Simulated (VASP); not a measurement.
# MgS (P6_3mc) in VASP: further runs, part 2 of 2

VASP 6.6.1. The steps go on from the part before.

## Step 3: Single point, HSE(alpha, omega)

Contents of POSCAR:

```
MgS
1.0
    4.0346224068      0.0000000000      0.0000000000
   -2.0173112034      3.4940854990      0.0000000000
    0.0000000000      0.0000000000      6.4322941800
S Mg
2 2
Direct
    0.6666666667      0.3333333333      0.8792441500
    0.3333333333      0.6666666667      0.3792441500
    0.3333333333      0.6666666667      0.9957548500
    0.6666666667      0.3333333333      0.4957548500
```

Contents of INCAR.step1:

```
SYSTEM = MgS
ALGO     = Normal         ! electronic algorithm
EDIFF    = 1E-5           ! SCF threshold, eV
ENCUT    = 520            ! plane-wave cutoff, eV
GGA      = PE             ! functional
ISIF     = 2              ! what is computed and relaxed
ISMEAR   = -1             ! smearing method
LASPH    = .True.         ! aspherical terms in the spheres
LCHARG   = .False.        ! write CHGCAR
LREAL    = .False.        ! projectors in reciprocal space
LWAVE    = .True.         ! write WAVECAR
NELM     = 100            ! most SCF steps
PREC     = Accurate       ! precision mode
SIGMA    = 0.05           ! smearing width, eV
```

Contents of INCAR.step2:

```
SYSTEM = MgS
AEXX     = 0.2            ! exact-exchange fraction
ALGO     = Normal         ! electronic algorithm
EDIFF    = 1E-7           ! SCF threshold, eV
ENCUT    = 520            ! plane-wave cutoff, eV
GGA      = PE             ! functional
HFSCREEN = 0.2            ! screening, 1/A
ISIF     = 2              ! what is computed and relaxed
ISMEAR   = -1             ! smearing method
ISTART   = 1            
LASPH    = .True.         ! aspherical terms in the spheres
LCHARG   = .False.        ! write CHGCAR
LHFCALC  = .True.         ! exact exchange
LREAL    = .False.        ! projectors in reciprocal space
LWAVE    = .False.        ! write WAVECAR
NELM     = 100            ! most SCF steps
PREC     = Accurate       ! precision mode
PRECFOCK = Fast         
SIGMA    = 0.05           ! smearing width, eV
```

Contents of KPOINTS:

```
k-points
0
Gamma
  4 4 2
  0 0 0
```

Potentials or basis: VASP PAW PBE potentials, release 64 (S, Mg).

Command:

```
cat potpaw_PBE.64/S/POTCAR potpaw_PBE.64/Mg/POTCAR > POTCAR
cp INCAR.step1 INCAR
mpirun -np 1 vasp_std > vasp.out
cp INCAR.step2 INCAR
mpirun -np 1 vasp_std > vasp.out
```

OUTCAR:

```text
SYSTEM = MgS
   AEXX = 0.2
   EDIFF = 1E-7
   ENCUT = 520
   GGA = PE
   HFSCREEN = 0.2
   ISIF = 2
   ISMEAR = -1
   ISTART = 1
   LASPH = .True.
   LHFCALC = .True.
   LREAL = .False.
   NELM = 100
   PREC = Accurate
   PRECFOCK = Fast

 ion  position               nearest neighbor table
   1  0.667  0.333  0.879-   3 2.45   3 2.45   3 2.45   4 2.47
   2  0.333  0.667  0.379-   4 2.45   4 2.45   4 2.45   3 2.47
   3  0.333  0.667  0.996-   1 2.45   1 2.45   1 2.45   2 2.47
[... 313 lines left out ...]
  FORCE on cell =-STRESS in cart. coord.  units (eV):
  Direction    XX          YY          ZZ          XY          YZ          ZX
  --------------------------------------------------------------------------------------
  -------------------------------------------------------------------------------------
  Total        0.1109030      0.1109030     -0.0798358      0.0000000      0.0000000     -0.0000000
  in kB        1.9595286      1.9595286     -1.4106073      0.0000000      0.0000000     -0.0000000
  external PRESSURE =       0.8361500 kB  Pullay stress =       0.0000000 kB

 VOLUME and BASIS-vectors are now :
 -----------------------------------------------------------------------------
  energy-cutoff  :      520.00
  volume of cell :       90.68
      direct lattice vectors                 reciprocal lattice vectors
     4.034622407  0.000000000  0.000000000     0.247854669  0.143098960  0.000000000
    -2.017311203  3.494085499  0.000000000     0.000000000  0.286197919  0.000000000
     0.000000000  0.000000000  6.432294180     0.000000000  0.000000000  0.155465526

 POSITION                                       TOTAL-FORCE (eV/Angst)
 -----------------------------------------------------------------------------------
      2.01731      1.16470      5.65556        -0.000000     -0.000000     -0.050749
     -0.00000      2.32939      2.43941         0.000000      0.000000     -0.050749
     -0.00000      2.32939      6.40499         0.000000     -0.000000      0.050749
      2.01731      1.16470      3.18884        -0.000000     -0.000000      0.050749
 -----------------------------------------------------------------------------------
    total drift:                                0.000000     -0.000000     -0.000131

  FREE ENERGIE OF THE ION-ELECTRON SYSTEM (eV)
  ---------------------------------------------------
  free  energy   TOTEN  =       -19.1924156645 eV

  energy  without entropy=      -19.1924156644  energy(sigma->0) =      -19.19241566
```

OUTCAR.step1:

```text
SYSTEM = MgS
   EDIFF = 1E-5
   ENCUT = 520
   GGA = PE
   ISIF = 2
   ISMEAR = -1
   LASPH = .True.
[... 333 lines left out ...]
     -0.00000      2.32939      2.43941        -0.000000      0.000000     -0.047200
     -0.00000      2.32939      6.40499        -0.000000     -0.000000      0.047200
      2.01731      1.16470      3.18884         0.000000     -0.000000      0.047200
 -----------------------------------------------------------------------------------
    total drift:                                0.000000     -0.000000      0.000069

  FREE ENERGIE OF THE ION-ELECTRON SYSTEM (eV)
  ---------------------------------------------------
  free  energy   TOTEN  =       -16.9619520539 eV

  energy  without entropy=      -16.9619520538  energy(sigma->0) =      -16.96195205
```

OSZICAR.step1:

```text
N       E                     dE             d eps       ncg     rms          rms(c)
DAV:   1     0.701685663195E+02    0.70169E+02   -0.60666E+03   192   0.108E+03
DAV:   2    -0.122493953885E+02   -0.82418E+02   -0.76112E+02   312   0.162E+02
DAV:   3    -0.179005108004E+02   -0.56511E+01   -0.56242E+01   236   0.496E+01
DAV:   4    -0.179830774448E+02   -0.82567E-01   -0.82505E-01   236   0.734E+00
DAV:   5    -0.179847891765E+02   -0.17117E-02   -0.17115E-02   244   0.104E+00    0.572E+00
DAV:   6    -0.170148887108E+02    0.96990E+00   -0.20816E+00   196   0.753E+00    0.461E+00
DAV:   7    -0.169444419400E+02    0.70447E-01   -0.41764E-01   232   0.348E+00    0.326E+00
DAV:   8    -0.169621958061E+02   -0.17754E-01   -0.28894E-02   200   0.149E+00    0.115E+00
DAV:   9    -0.169610525866E+02    0.11432E-02   -0.17599E-03   236   0.331E-01    0.248E-01
DAV:  10    -0.169619492141E+02   -0.89663E-03   -0.14613E-03   200   0.256E-01    0.578E-02
DAV:  11    -0.169619520539E+02   -0.28398E-05   -0.96700E-05   244   0.590E-02
   1 F= -.16961952E+02 E0= -.16961952E+02  d E =-.939436E-10
```

It took 85 s on 1 thread of Intel Xeon Platinum 8488C (Sapphire Rapids), shared host; peak memory 0.29 GiB.

What came out:

* Free energy: -19.1924 eV
* Pressure: 0.1 GPa
* Largest force: 0.051 eV/Å
* Band gap on the k mesh: 4.29 eV, direct

Forces in eV/Å, atoms in the order of the input:
```
S    0.000  0.000 -0.051
S    0.000  0.000 -0.051
Mg   0.000  0.000  0.051
Mg   0.000  0.000  0.051
```

Stress tensor (GPa, compression positive):
```
 0.20  0.00  0.00
 0.00  0.20  0.00
 0.00  0.00 -0.14
```

Caveat: the k mesh is coarse (spacing up to 0.49 Å⁻¹), so the values aren't converged, least of all with exact exchange; the PAW data sets were made with another functional, which shifts forces and pressure a little.

## Step 4: Single point, HSE(alpha, omega)

POSCAR is that of step 3.

INCAR.step1 is that of step 3.

INCAR.step2, as its differences from that of step 3:

```diff
@@ -1,3 +1,3 @@
 SYSTEM = MgS
-AEXX     = 0.2            ! exact-exchange fraction
+AEXX     = 0.25           ! exact-exchange fraction
 ALGO     = Normal         ! electronic algorithm
```

KPOINTS is that of step 3.

Potentials or basis: VASP PAW PBE potentials, release 64 (S, Mg).

Command:

```
cat potpaw_PBE.64/S/POTCAR potpaw_PBE.64/Mg/POTCAR > POTCAR
cp INCAR.step1 INCAR
mpirun -np 1 vasp_std > vasp.out
cp INCAR.step2 INCAR
mpirun -np 1 vasp_std > vasp.out
```

OUTCAR:

```text
SYSTEM = MgS
   AEXX = 0.25
   EDIFF = 1E-7
   ENCUT = 520
   GGA = PE
   HFSCREEN = 0.2
   ISIF = 2
   ISMEAR = -1
   ISTART = 1
   LASPH = .True.
   LHFCALC = .True.
   LREAL = .False.
   NELM = 100
   PREC = Accurate
   PRECFOCK = Fast

 ion  position               nearest neighbor table
   1  0.667  0.333  0.879-   3 2.45   3 2.45   3 2.45   4 2.47
   2  0.333  0.667  0.379-   4 2.45   4 2.45   4 2.45   3 2.47
   3  0.333  0.667  0.996-   1 2.45   1 2.45   1 2.45   2 2.47
   4  0.667  0.333  0.496-   2 2.45   2 2.45   2 2.45   1 2.47

  LATTYP: Found a hexagonal cell.
 ALAT       =     4.0346224068
 C/A-ratio  =     1.5942741430

  Lattice vectors:

 A1 = (   4.0346224068,   0.0000000000,   0.0000000000)
 A2 = (  -2.0173112034,   3.4940854990,   0.0000000000)
 A3 = (   0.0000000000,   0.0000000000,   6.4322941800)

Analysis of symmetry for initial positions (statically):
=====================================================================
 Subroutine PRICEL returns:
 Original cell was already a primitive cell.

 Routine SETGRP: Setting up the symmetry group for a
 hexagonal supercell.

 Subroutine GETGRP returns: Found 12 space group operations
 (whereof  6 operations were pure point group operations)
 out of a pool of 24 trial point group operations.

The static configuration has the point symmetry C_3v.
 The point group associated with its full space group is C_6v.

Analysis of symmetry for dynamics (positions and initial velocities):
=====================================================================
 Subroutine PRICEL returns:
 Original cell was already a primitive cell.

 Routine SETGRP: Setting up the symmetry group for a
 hexagonal supercell.

 Subroutine GETGRP returns: Found 12 space group operations
 (whereof  6 operations were pure point group operations)
 out of a pool of 24 trial point group operations.

The dynamic configuration has the point symmetry C_3v.
 The point group associated with its full space group is C_6v.

 Subroutine INISYM returns: Found 12 space group operations
 (whereof  6 operations are pure point group operations),
 and found     1 'primitive' translations

----------------------------------------------------------------------------------------

                                     Primitive cell

  volume of cell :      90.6781

  direct lattice vectors                    reciprocal lattice vectors
     4.034622407  0.000000000  0.000000000     0.247854669  0.143098960  0.000000000
    -2.017311203  3.494085499  0.000000000     0.000000000  0.286197919  0.000000000
     0.000000000  0.000000000  6.432294180     0.000000000  0.000000000  0.155465526

  length of vectors
     4.034622407  4.034622407  6.432294180     0.286197919  0.286197919  0.155465526

  position of ions in fractional coordinates (direct lattice)
     0.666666667  0.333333333  0.879244150
     0.333333333  0.666666667  0.379244150
     0.333333333  0.666666667  0.995754850
     0.666666667  0.333333333  0.495754850

  ion indices of the primitive-cell ions
   primitive index   ion index
                 1           1
                 2           2
                 3           3
                 4           4

[... 45 lines left out ...]
   PREC   = accura    normal or accurate (medium, high low for compatibility)
   ISTART =      1    job   : 0-new  1-cont  2-samecut
   ICHARG =      0    charge: 1-file 2-atom 10-const
   ISPIN  =      1    spin polarized calculation?
   LNONCOLLINEAR =      F non collinear calculations
   LSORBIT =      F    spin-orbit coupling
   LASPH  =      T    aspherical Exc in radial PAW
   ENCUT  =  520.0 eV  38.22 Ry    6.18 a.u.   7.50  7.50 11.96*2*pi/ulx,y,z
   NELM   =    100;   NELMIN=  2; NELMDL=  0     # of ELM steps
   EDIFF  = 0.1E-06   stopping-criterion for ELM
   LREAL  =      F    real-space projection
   EDIFFG = 0.1E-05   stopping-criterion for IOM
   NSW    =      0    number of steps for IOM
   IBRION =     -1    ionic relax: 0-MD 1-quasi-New 2-CG
   NFREE  =      0    steps in history (QN), initial steepest desc. (CG)
   ISIF   =      2    stress and relaxation
   ISYM   =      3    0-nonsym 1-usesym 2-fastsym
   POTIM  = 0.5000    time-step for ionic-motion
   TEBEG  =    0.0;   TEEND  =   0.0 temperature during run
   PSTRESS=    0.0 pullay stress
   NELECT =      16.0000    total number of electrons
   NUPDOWN=      -1.0000    fix difference up-down
   EMIN   =  10.00;   EMAX   =-10.00  energy-range for DOS
   EFERMI =   0.00;   METHOD = LEGACY
   ISMEAR =    -1;   SIGMA  =   0.05  broadening in eV -4-tet -1-fermi 0-gaus
   EFERMI_NEDOS =   21; number of points for ismear=-14 and -15
   IALGO  =     38    algorithm
   IMIX   =      1    mixing-type and parameters
     AMIX     =   0.40;   BMIX     =  1.00
     AMIX_MAG =   1.60;   BMIX_MAG =  1.00
  volume/ion in A,a.u.               =      22.67       152.98
  Fermi-wavevector in a.u.,A,eV,Ry     =   0.918221  1.735187 11.471486  0.843130
  Thomas-Fermi vector in A             =   2.043279
   LORBIT       =      0    0 simple, 1 ext, 2 COOP (PROOUT), +10 PAW based schemes
   GGA     = PE    functional components
   LHFCALC =     T    Hartree Fock is set to
   PRECFOCK=fast      Normal, Fast or Accurate (Low or Medium for compatibility)
   ENCUT4O =  -1.0   cutoff for four orbital integrals eV
   NKREDX  =     1    reduce k-point grid by
   NKREDY  =     1    reduce k-point grid by
   NKREDZ  =     1    reduce k-point grid by
   AEXX    =    0.2500 exact exchange contribution
   HFSCREEN=    0.2000 screening length (either q_TF or 0.3 A-1)
   HFSCREENC=   0.2000 screening length for correlation (either q_TF or 0.3 A-1)
   ENCUTFOCK=  -1.0 apply spherical cutoff to Coloumb kernel
   IVDW    =     0    specifies the selected vdW correction
   LEPSILON=     F    determine dielectric tensor
   LRPA    =     F    only Hartree local field effects (RPA)
 non-spin polarized calculation
  energy-cutoff  :      520.00
  volume of cell :       90.68
 maximum number of plane-waves:      2462
 NGX is ok and might be reduce to    30
  NGX = 18; NGY = 18; NGZ = 28

 number of electron      16.0000004 magnetization

 Free energy of the ion-electron system (eV)
  ---------------------------------------------------
  ext. energy  EPLUGINS =         0.00000000
  ---------------------------------------------------
  free energy    TOTEN  =       -19.75824941 eV

  energy without entropy =      -19.75824941  energy(sigma->0) =      -19.75824941

 E-fermi :   1.5036     XC(G=0):  -6.9991

 val. band max:        0.4658303800   @ k =   0.0000   0.0000   0.0000
 cond. band min:       4.9739288565   @ k =   0.0000   0.0000   0.0000
 fundamental gap:      4.5080984765
 Fermi energy:         1.5036324161

 k-point     1 :       0.0000    0.0000    0.0000
  band No.  band energies     occupation
      1     -12.1152      2.00000
      2     -11.3103      2.00000
      3      -3.0352      2.00000
      4      -0.1723      2.00000
      5      -0.1723      2.00000
      6       0.2921      2.00000
      7       0.2921      2.00000
      8       0.4658      2.00000
      9       4.9739      0.00000
     10       6.2519      0.00000
     11       9.1562      0.00000
     12       9.1562      0.00000
[... 91 lines left out ...]
 k-point     8 :       0.2500    0.2500    0.5000
  band No.  band energies     occupation
      1     -11.2470      2.00000
      2     -11.2470      2.00000
      3      -2.5960      2.00000
      4      -2.5960      2.00000
      5      -1.2607      2.00000
      6      -1.2607      2.00000
      7      -0.1958      2.00000
      8      -0.1958      2.00000
      9       7.0464      0.00000
     10       7.0464      0.00000
     11       8.4969      0.00000
     12       8.4969      0.00000

------------------------ aborting loop because EDIFF is reached ----------------------------------------

  FORCE on cell =-STRESS in cart. coord.  units (eV):
  Direction    XX          YY          ZZ          XY          YZ          ZX
  --------------------------------------------------------------------------------------
  -------------------------------------------------------------------------------------
  Total       -0.0099682     -0.0099682     -0.1955168      0.0000000      0.0000000     -0.0000000
  in kB       -0.1761264     -0.1761264     -3.4545573      0.0000000      0.0000000     -0.0000000
  external PRESSURE =      -1.2689367 kB  Pullay stress =       0.0000000 kB

 VOLUME and BASIS-vectors are now :
 -----------------------------------------------------------------------------
  energy-cutoff  :      520.00
  volume of cell :       90.68
      direct lattice vectors                 reciprocal lattice vectors
     4.034622407  0.000000000  0.000000000     0.247854669  0.143098960  0.000000000
    -2.017311203  3.494085499  0.000000000     0.000000000  0.286197919  0.000000000
     0.000000000  0.000000000  6.432294180     0.000000000  0.000000000  0.155465526

 POSITION                                       TOTAL-FORCE (eV/Angst)
 -----------------------------------------------------------------------------------
      2.01731      1.16470      5.65556         0.000000      0.000000     -0.051617
     -0.00000      2.32939      2.43941        -0.000000     -0.000000     -0.051617
     -0.00000      2.32939      6.40499         0.000000     -0.000000      0.051617
      2.01731      1.16470      3.18884        -0.000000      0.000000      0.051617
 -----------------------------------------------------------------------------------
    total drift:                                0.000001     -0.000000     -0.000166

  FREE ENERGIE OF THE ION-ELECTRON SYSTEM (eV)
  ---------------------------------------------------
  free  energy   TOTEN  =       -19.7582494115 eV

  energy  without entropy=      -19.7582494115  energy(sigma->0) =      -19.75824941
```

Wall time 91 s (1 thread of Intel Xeon Platinum 8488C (Sapphire Rapids), shared host); peak memory 0.29 GiB.

Results:

```yaml
Free_energy: -19.7582 eV
Pressure: -0.1 GPa
Largest_force: 0.052 eV/Å
Band_gap_on_the_k_mesh: 4.51 eV, direct
```

Forces on the atoms (eV/Å):
```
S    0.000  0.000 -0.052
S    0.000  0.000 -0.052
Mg   0.000  0.000  0.052
Mg   0.000  0.000  0.052
```

Caveat: the k mesh is coarse (spacing up to 0.49 Å⁻¹), so the values aren't converged, least of all with exact exchange; the PAW data sets were made with another functional, which shifts forces and pressure a little.

## Step 5: The runs side by side

```csv
share of exact exchange,gap on the mesh (eV),pressure (GPa),largest force (eV/Å)
0.15,4.07,0.3,0.05
0.2,4.29,0.1,0.05
0.25,4.51,-0.1,0.05
```

Alike in all rows: task single point; level HSE(alpha, omega); potentials or basis VASP PAW PBE potentials, release 64 (S, Mg); no spin polarisation; cell as given; k mesh 4 × 4 × 2; cutoff (eV) 520; smearing fermi-dirac 0.05 eV; the mesh is coarse, so values aren't converged.

Caveats: all runs use coarse meshes; the PAW data sets were made with another functional, which shifts forces and pressure a little.

Total energies depend on the potentials used, so only differences within one code and one set of settings carry meaning.
